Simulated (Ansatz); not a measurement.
Ansatz input

```yaml
crystal:
  lattice:
    - [-1.9978397246, 1.9978397246, 1.9978397246]
    - [1.9978397246, -1.9978397246, 1.9978397246]
    - [1.9978397246, 1.9978397246, -1.9978397246]
  atoms:
    - { symbol: Pb, position: [0.0, 0.0, 0.0] }
hamiltonian:
  xc: pbe
  pseudopotentials:
    kind: paw_fr
    azcp:
      Pb: "pseudopotentials/Pb.paw.azcp"
basis:
  ecutwfc: 420
  fft_grid_basis: typed
kpoints:
  mp_grid: { grid: [11, 11, 11], shift: [0, 0, 0] }
magnetization:
  noncollinear: true
  spin_orbit: true
scf:
  occupations: { method: fermi_dirac, width: 0.1 }
```

Output

```
Engine: ansatz 0.2.0, x86_64-unknown-linux-gnu
Pseudopotentials: kind: paw_fr
Pseudopotential: Pb, paw_fr, valence charge 14, recommended cutoff 420 eV (normal) 
Functional definition: PBE
  parameter kappa = 0.804
  parameter beta = 0.06672455060314922
  exchange = pbe_x(kappa = kappa, mu = beta*pi^2/3)
  correlation = pbe_c(beta = beta)
non-collinear run that drives no moment, with spin-orbit: no starting moment large enough to seed its density (crystal.atoms[].spin), no starting occupations that ask for one, no magnetisation constraint and no magnetic field, so the semilocal B_xc is pinned to zero
Crystal: 1 atoms, lattice volume = 31.896 Å³
Basis set: ecut = 420 eV, 627 PW (Γ)
Bands: 22, of which v1, the nominal top of the filled ones, is band 14 counted from 1 (13 counted from 0)
Symmetry: 48 space group operations + 48 with time reversal
Magnetic group: BNS 229.141 (UNI 1643), of the structure as read, at distance tolerance 3.2e-5 Å
k-points: 56 of 1331
Projection manifold: j_resolved (fully-relativistic pseudo-atomic orbitals)
Non-local potential: Pb, projectors of the file, l = 0: 2, l = 1: 4, l = 2: 4, l = 3: 4
PAW form: soft (Blöchl's): semilocal exchange-correlation on the pseudo side does not see the compensation charge
PAW one-centre angular grid: Pb, 590 points (default); XC on 96 Gauss nodes
Initial density: superposition of atomic densities (chi_scale 0.1, normalization cell)
Initial wavefunctions: pseudopotential atomic-orbital guess
Functional: x = pbe(κ = 0.804, μ = 0.2195149727645171), c = pbe(β = 0.06672455060314922)
SCF iter   1: F=—  HF=-11945.095872 eV  |F-HF|=—  |Δ(HF+E_count)|=         —  Δρ=5.39e-3  dr2=1.38e-2  dr2_m=0.00e0 (ungated)  ethr=3.10e-3  |M|=0.00e0 ∫|m|=0.00e0 μB  |m|>n=0.0e0 m-floor=0.0e0 τ_xc=0.0e0  β_m=0.30  ⟨swp⟩=10.1  Hψ=4242  notcnv=0  defer=12
spin=Noncollinear: Kerker preconditioning applied to the charge; magnetization (m_x, m_y, m_z) channels mix plain (no charge-response kernel on spin).
SCF iter   2: F=—  HF=-11945.092690 eV  |F-HF|=—  |Δ(HF+E_count)|=   3.18e-3  Δρ=4.41e-3  dr2=9.39e-3  dr2_m=0.00e0 (ungated)  ethr=9.86e-5  |M|=0.00e0 ∫|m|=0.00e0 μB  |m|>n=0.0e0 m-floor=0.0e0 τ_xc=0.0e0  β_m=0.65  ⟨swp⟩=1.3  Hψ=862  notcnv=0  defer=28
SCF iter   3: F=—  HF=-11945.090671 eV  |F-HF|=—  |Δ(HF+E_count)|=   2.02e-3  Δρ=2.43e-3  dr2=1.29e-3  dr2_m=0.00e0 (ungated)  ethr=6.71e-5  |M|=0.00e0 ∫|m|=0.00e0 μB  |m|>n=0.0e0 m-floor=0.0e0 τ_xc=0.0e0  β_m=0.81  ⟨swp⟩=2.0  Hψ=1109  notcnv=0  defer=28
SCF iter   4: F=—  HF=-11945.090151 eV  |F-HF|=—  |Δ(HF+E_count)|=   5.20e-4  Δρ=5.81e-4  dr2=6.50e-5  dr2_m=0.00e0 (ungated)  ethr=9.25e-6  |M|=0.00e0 ∫|m|=0.00e0 μB  |m|>n=0.0e0 m-floor=0.0e0 τ_xc=0.0e0  β_m=0.91  ⟨swp⟩=2.0  Hψ=983  notcnv=0  defer=68
SCF iter   5: F=—  HF=-11945.090164 eV  |F-HF|=—  |Δ(HF+E_count)|=   1.34e-5  Δρ=1.02e-4  dr2=3.60e-6  dr2_m=0.00e0 (ungated)  ethr=4.65e-7  |M|=0.00e0 ∫|m|=0.00e0 μB  |m|>n=0.0e0 m-floor=0.0e0 τ_xc=0.0e0  β_m=0.95  ⟨swp⟩=2.5  Hψ=951  notcnv=0  defer=68
SCF iter   6: F=—  HF=-11945.090167 eV  |F-HF|=—  |Δ(HF+E_count)|=   2.40e-6  Δρ=6.72e-5  dr2=1.77e-6  dr2_m=0.00e0 (ungated)  ethr=2.57e-8  |M|=0.00e0 ∫|m|=0.00e0 μB  |m|>n=0.0e0 m-floor=0.0e0 τ_xc=0.0e0  β_m=0.98  ⟨swp⟩=2.8  Hψ=971  notcnv=0  defer=68
SCF iter   7: F=—  HF=-11945.090166 eV  |F-HF|=—  |Δ(HF+E_count)|=   5.75e-7  Δρ=2.23e-5  dr2=1.91e-7  dr2_m=0.00e0 (ungated)  ethr=1.27e-8  |M|=0.00e0 ∫|m|=0.00e0 μB  |m|>n=0.0e0 m-floor=0.0e0 τ_xc=0.0e0  β_m=0.99  ⟨swp⟩=2.3  Hψ=960  notcnv=0  defer=68
SCF iter   8: F=-11945.090166 eV  HF=-11945.090166 eV  |F-HF|=1.50e-9  |Δ(HF+E_count)|=   7.72e-8  Δρ=2.80e-6  dr2=2.54e-9  dr2_m=0.00e0 (ungated)  ethr=7.14e-10  |M|=0.00e0 ∫|m|=0.00e0 μB  |m|>n=0.0e0 m-floor=0.0e0 τ_xc=0.0e0  ⟨swp⟩=3.0  Hψ=1302  notcnv=0
SCF 1 converged in 8 iterations: F = -11945.090166 eV  dr2 = 2.54e-9
SCF converged after 8 iterations
Magnetization: |M| = 0.0000 μB,  M = (+0.0000, +0.0000, +0.0000) μB
Absolute magnetization: 0.0000 μB (∫|m|)
  site 0: m = (+0.0000, +0.0000, +0.0000) μB, |m| = 0.0000 μB  (R = 1.43 Å)
Free energy (F): -11945.090166 eV
Harris-Foulkes:  -11945.090166 eV  (|F-HF|=1.50e-9)
Internal energy: -11945.072553 eV  (E = F + TS)
E sigma→0 (E₀):  -11945.081359 eV
Entropy (-TS):   -0.017613 eV (-17.613 meV/atom)
Fermi energy:    10.156713 eV
--- Per-component energies (eV) ---
  E_band       = -45.463490
  E_kinetic    = 289.499194
  E_local      = -1050.158449  (includes V_loc(G=0)·N_el)
  E_nonlocal   = 350.457080
  E_hartree    = 416.547623
  E_xc         = -220.646300
  E_vxc        = -132.401116  (∫ρ·V_xc dr)
  E_paw        = -10445.493516  (= ΣΔE_a)
  E_vpaw       = -335.957428  (= ΣTr[D̂ρ^β])
  E_aug_tail   = 0.000045  (compensation charges beyond the density's cutoff)
  E_ewald      = -1285.278229
  E_smearing   = -0.017613  (= −TS)
  E_closure    = -0.000000  (closes the sum)
  Σ components = -11945.090166   (vs F -11945.090166, Δ=0.00e0)
```

Command:

```sh
ansatz run input.yaml --threads 1 --pin off --max-ram 3584MiB --backend cpu --events-out ev --progress --plain --runs-dir out
```

On 1 thread of Intel(R) Xeon(R) Platinum 8259CL CPU @ 2.50GHz (Skylake/Cascade Lake) (shared host) this took about 10 s of wall time and 8.4 s of CPU time.
